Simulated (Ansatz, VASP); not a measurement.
# BaTiO3: VASP beside Ansatz, part 2 of 2

One calculation is typed for both programs; each brings its own data sets. How far apart do they land? The structure shown is the end of the Ansatz relaxation below.

VASP 6.6.1 and Ansatz 0.2.0.

So far: The starting structure; Ansatz: relaxation, PBEsol; VASP: single point, PBEsol, pair 1; Differences.

### 6. VASP: single point, PBEsol, pair 2

Level of this step: PBEsol, no spin polarisation; plane waves and PAW (Ba_sv, Ti_sv, O) (VASP).

The same cell, functional, mesh and smearing now go to VASP, with its own data sets.

The input, INCAR:

```
SYSTEM = BaTiO3
PREC = Accurate
ENCUT = 600
EDIFF = 1E-06
NELM = 120
ISMEAR = -1
SIGMA = 0.02
LREAL = .FALSE.
ALGO = Normal
GGA = PS
NBANDS = 26
LASPH = .TRUE.
LORBIT = 11
LWAVE = .FALSE.
LCHARG = .FALSE.
ISIF = 2
GGA_COMPAT = .FALSE.
EFERMI = MIDGAP
KPAR = 2
```

The input, POSCAR:

```
BaTiO3
1.0
    3.8906049000      0.0000000000      0.0000000000
    0.0000000000      3.8906049000      0.0000000000
    0.0000000000      0.0000000000      4.0282554222
Ba Ti O
1 1 3
Direct
    0.0000000000      0.0000000000      0.0000000000
    0.5000000000      0.5000000000      0.5000000000
    0.5000000000      0.5000000000      0.0000000000
    0.5000000000      0.0000000000      0.5000000000
    0.0000000000      0.5000000000      0.5000000000
```

The input, KPOINTS:

```
Automatic mesh
0
Gamma
7 7 7
0 0 0
```

The projector-augmented-wave data sets are Ba_sv, Ti_sv and O (PBE family, release 64).

On the command line:

```
$ mpirun -np 2 vasp_std
```

Numbers of over 12 decimals in the logs are rounded to 6 here.

The log of the run:

```text
[banner, memory and clock lines left out]
running    2 mpi-ranks, on    1 nodes
[...]
[... a notice as in an earlier step ...]

 LDA part: xc-table for (Slater+PW92), standard interpolation
 POSCAR, INCAR and KPOINTS ok, starting setup
[...]
entering main loop
       N       E                     dE             d eps       ncg     rms          rms(c)
DAV:   1     0.478956704270E+03    0.47896E+03   -0.22890E+04  2080   0.186E+03
DAV:   2     0.377418448668E+01   -0.47518E+03   -0.45781E+03  2368   0.489E+02
DAV:   3    -0.494794598246E+02   -0.53254E+02   -0.51651E+02  2954   0.152E+02
DAV:   4    -0.519688207572E+02   -0.24894E+01   -0.24857E+01  3040   0.298E+01
[...]
DAV:  15    -0.418999433694E+02   -0.37866E-06   -0.32959E-05  3206   0.527E-02    0.135E-02
DAV:  16    -0.418999405404E+02    0.28290E-05   -0.90687E-06  2736   0.248E-02    0.427E-03
DAV:  17    -0.418999407566E+02   -0.21616E-06   -0.20973E-06  1778   0.156E-02
   1 F= -.41899941E+02 E0= -.41899941E+02  d E =-.246403E-21
```

From OUTCAR (step 6):

```text
  Total        3.8087891      3.8087891      0.7192158      0.0000000     -0.0000000      0.0000000
  in kB      100.0797591    100.0797591     18.8981175      0.0000000     -0.0000000      0.0000000
  external PRESSURE =      73.0192119 kB  Pullay stress =       0.0000000 kB

 POSITION                                       TOTAL-FORCE (eV/Angst)
 -----------------------------------------------------------------------------------
      0.00000      0.00000      0.00000         0.000000      0.000000      0.000000
      1.94530      1.94530      2.01413         0.000000      0.000000      0.000000
      1.94530      1.94530      0.00000         0.000000      0.000000      0.000000
      1.94530      0.00000      2.01413         0.000000      0.000000      0.000000
      0.00000      1.94530      2.01413         0.000000      0.000000      0.000000
 -----------------------------------------------------------------------------------
    total drift:                                0.000000     -0.000000     -0.000000

  FREE ENERGIE OF THE ION-ELECTRON SYSTEM (eV)
  ---------------------------------------------------
  free  energy   TOTEN  =       -41.8999407566 eV

  energy  without entropy=      -41.8999407566  energy(sigma->0) =      -41.89994076

[... 1 part as in an earlier step ...]

[... 2 further parts left out ...]
[key lines of the parts left out:]
E-fermi :   4.9497
```

The run ends at a pressure of 7.30 GPa.

### 7. Comparison

Both answers:

| quantity | Ansatz | VASP | difference |
| --- | --- | --- | --- |
| pressure (GPa) | 5.26 | 7.30 | -2.04 |
| gap on the k mesh (eV) | 1.873 | 1.820 | +0.053 |

A gap on the mesh is an upper bound, since the band edges may lie between its points.

### 8. Ansatz: relaxation, PBEsol

This run makes the geometry at which the two programs are then compared. The cell compared in this pair holds 61.76 Å³, against 60.97 Å³ for the pair before.

The structure compared here is the end of the Ansatz relaxation.

The input, input.yaml:

```yaml
crystal:
  lattice:
    - [3.93030495, 0.0, 0.0]
    - [0.0, 3.93030495, 0.0]
    - [0.0, 0.0, 3.99382503]
  atoms:
    - { symbol: Ba, position: [0.0, 0.0, 0.0] }
    - { symbol: Ti, position: [0.5, 0.5, 0.5] }
    - { symbol: O, position: [0.5, 0.5, 0.0] }
    - { symbol: O, position: [0.5, 0.0, 0.5] }
    - { symbol: O, position: [0.0, 0.5, 0.5] }
kpoints:
  mp_grid: { grid: [7, 7, 7] }
scf:
  occupations: { method: fermi_dirac, width: 0.02 }
hamiltonian:
  xc: pbesol
  pseudopotentials: { kind: paw, azcp: { folder: soft_1 }, xc_functional: pbe }
basis:
  ecutwfc: 600
output:
  forces: true
  stress: true
  write_density: true
  write_potential: true
  elf: true
  volumetric_format: npy
relax:
  f_tol: 0.005
  max_steps: 70
  cell: { stress_tol: 0.02, p_target: 0, fix: [a, b, alpha, beta, gamma] }
```

On the command line:

```
$ ansatz run input.yaml --threads 3 --pin off --max-ram 5120MiB --backend cpu --events-out ev --progress --plain --runs-dir out
```

The log of the run:

```text
[...]
Crystal: 5 atoms, lattice volume = 61.694 Å³
Basis set: ecut = 600 eV, 2055 PW (Γ), exchange–correlation on 64×64×64 points (8 copies of the dense FFT grid, shifted against one another)
Bands: 25, of which v1, the nominal top of the filled ones, is band 20 counted from 1 (19 counted from 0)
Symmetry: 16 space group operations
[...]
k-points: 40 of 343
[...]
--- Relaxed structure (3 steps of the walk, 3 accepted, 1 SCFs on fresh bases) ---
[...]
cell:  # Å, volume = 61.7621 Å³
    - [3.93030495, 0.0, 0.0]
    - [0.0, 3.93030495, 0.0]
    - [0.0, 0.0, 3.998250]
  atoms:
    - { symbol: Ba, position: [0, 0, 0.0] }
    - { symbol: Ti, position: [0.5, 0.5, 0.5] }
    - { symbol: O, position: [0.5, 0.5, 0.0] }
    - { symbol: O, position: [0.5, 0, 0.5] }
    - { symbol: O, position: [0, 0.5, 0.5] }
[key lines of the parts left out:]
SCF converged after 8 iterations
Free energy (F): -10027.624119 eV
Fermi energy:    11.569124 eV
P = ⅓ Tr σ = 2.4831 GPa (24.831 kbar)
```

### 9. VASP: single point, PBEsol, pair 3

The same cell, functional, mesh and smearing now go to VASP, with its own data sets.

INCAR is that of step 6.

Edit POSCAR of step 6 so:

```diff
@@ -2,5 +2,5 @@
 1.0
-    3.8906049000      0.0000000000      0.0000000000
-    0.0000000000      3.8906049000      0.0000000000
-    0.0000000000      0.0000000000      4.0282554222
+    3.9303049500      0.0000000000      0.0000000000
+    0.0000000000      3.9303049500      0.0000000000
+    0.0000000000      0.0000000000      3.9982495292
 Ba Ti O
```

KPOINTS is that of step 6.

On the command line:

```
$ mpirun -np 2 vasp_std
```

The log of the run:

```text
[... set-up lines as in an earlier step ...]
 entering main loop
       N       E                     dE             d eps       ncg     rms          rms(c)
DAV:   1     0.470355302024E+03    0.47036E+03   -0.22965E+04  2080   0.186E+03
DAV:   2     0.290408238934E+01   -0.46745E+03   -0.45135E+03  2354   0.484E+02
DAV:   3    -0.496565523798E+02   -0.52561E+02   -0.51577E+02  2944   0.150E+02
DAV:   4    -0.520778432019E+02   -0.24213E+01   -0.24175E+01  3020   0.294E+01
[...]
DAV:  14    -0.419568422518E+02    0.17476E-03   -0.59486E-04  2852   0.167E-01    0.269E-02
DAV:  15    -0.419568396004E+02    0.26514E-05   -0.45904E-05  2502   0.408E-02    0.571E-03
DAV:  16    -0.419568393250E+02    0.27536E-06   -0.36798E-06  2056   0.125E-02
   1 F= -.41956839E+02 E0= -.41956839E+02  d E =-.273918E-21
```

Parts of OUTCAR (step 9):

```text
  Total        2.1900891      2.1900891      0.7131827      0.0000000     -0.0000000      0.0000000
  in kB       56.8132946     56.8132946     18.5007357      0.0000000     -0.0000000      0.0000000
  external PRESSURE =      44.0424416 kB  Pullay stress =       0.0000000 kB

 POSITION                                       TOTAL-FORCE (eV/Angst)
 -----------------------------------------------------------------------------------
      0.00000      0.00000      0.00000         0.000000      0.000000      0.000000
      1.96515      1.96515      1.99912         0.000000      0.000000      0.000000
      1.96515      1.96515      0.00000         0.000000      0.000000      0.000000
      1.96515      0.00000      1.99912         0.000000      0.000000      0.000000
      0.00000      1.96515      1.99912         0.000000      0.000000      0.000000
 -----------------------------------------------------------------------------------
    total drift:                                0.000000     -0.000000     -0.000000

  FREE ENERGIE OF THE ION-ELECTRON SYSTEM (eV)
  ---------------------------------------------------
  free  energy   TOTEN  =       -41.9568393250 eV

  energy  without entropy=      -41.9568393250  energy(sigma->0) =      -41.95683933

[... 1 part as in an earlier step ...]

[... 2 further parts left out ...]
[key lines of the parts left out:]
E-fermi :   4.8334
```

The run ends at a pressure of 4.40 GPa.

### 10. Differences

The two programs side by side:

| quantity | Ansatz | VASP | difference |
| --- | --- | --- | --- |
| pressure (GPa) | 2.48 | 4.40 | -1.92 |
| gap on the k mesh (eV) | 1.883 | 1.821 | +0.063 |

A gap on the mesh is an upper bound, since the band edges may lie between its points.

### 11. Results

```
difference in pressure (single point, PBEsol, pair 1)          : -2.2 GPa
difference in gap on the k mesh (single point, PBEsol, pair 1) : 0.048 eV
difference in pressure (single point, PBEsol, pair 2)          : -2.0 GPa
difference in gap on the k mesh (single point, PBEsol, pair 2) : 0.053 eV
difference in pressure (single point, PBEsol, pair 3)          : -1.9 GPa
difference in gap on the k mesh (single point, PBEsol, pair 3) : 0.063 eV
```

**Reading.** The difference in pressure is -2.2 GPa (single point, PBEsol, pair 1), beyond the 1 GPa picked in this series as the mark of a large difference. What causes the difference of the single point, PBEsol, pair 1 pair stays open here. What causes the difference of the single point, PBEsol, pair 2 pair stays open here. What causes the difference of the single point, PBEsol, pair 3 pair stays open here. 3 further runs of this series are not shown here. Such differences can come from data sets, numerical settings and the points named under the comparisons, not from the functional's error against experiment.

[Lines on the potential files, build, host, timing and source positions are cut from VASP's logs without a mark.]

[Logs are printed without paths, hosts, clocks, repeated set-up lines and the standing remarks that a program may print on its own settings, such as how far it seeks lower states.]

[Hosts, paths, dates, database ids (printed as entryN), source tags and the programs' standing remarks are cut or masked in the printed files.]
